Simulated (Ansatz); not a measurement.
Magnetic states of nickel, omega (AlB2-type)

All numbers below come from Ansatz 0.2.0, DFT, RPBE, plane waves (420 eV) with PAW, scalar-relativistic. The PAW files were generated under PBE, with cores re-solved for the functional.

Each start was relaxed and then solved on a dense mesh, with Fermi-Dirac smearing of 0.05 eV (0.1 eV in a metal without spin) extrapolated to zero. Rows within 2 meV/atom of each other tie.

(1) Where does each start end, and how do the energies compare? Starts: ferromagnetic; non-magnetic.

Results:

(1) 
```json
{"start": "ferromagnetic", "ends": "ferromagnetic, net 0.66 μB per atom", "ΔE (meV/atom)": "0.0", "V (Å³/atom)": "11.45"}
{"start": "non-magnetic", "ends": "spin not included", "ΔE (meV/atom)": "41.6", "V (Å³/atom)": "11.39"}
```
